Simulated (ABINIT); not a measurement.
The system is SnO.

```xyz
4
Lattice="3.8137 0.0000 0.0000 0.0000 3.8137 0.0000 0.0000 0.0000 4.8869" Properties=species:S:1:pos:R:3 pbc="T T T"
Sn    1.9068    0.0000    3.7367
Sn    0.0000    1.9068    1.1503
O     0.0000    0.0000    0.0000
O     1.9068    1.9068    0.0000
```

The cell is a database's computed one.

Program: ABINIT 10.8.3 (patched build). Alike in all runs: task single point; no spin polarisation; cell as given; cutoff (eV) 626; smearing fermi-dirac 0.05 eV.

Question: Order these runs on this cell by their pressure, lowest first.
A. level PBEsol; potentials or basis JTH PAW PBE v2.0; k mesh 3 × 3 × 2; mesh quality coarse
B. level PBE; potentials or basis JTH PAW PBE v2.0; k mesh 6 × 6 × 5; mesh quality not flagged
C. level LDA; potentials or basis JTH PAW LDA v2.0; k mesh 4 × 4 × 4; mesh quality not flagged

Answer: C (-3.7 GPa), A (-1.0 GPa), B (3.2 GPa).

Caveats: some runs use coarse meshes; the PAW data sets were made with another functional, which shifts forces and pressure a little (some runs).

Not every run made on this cell is shown here.
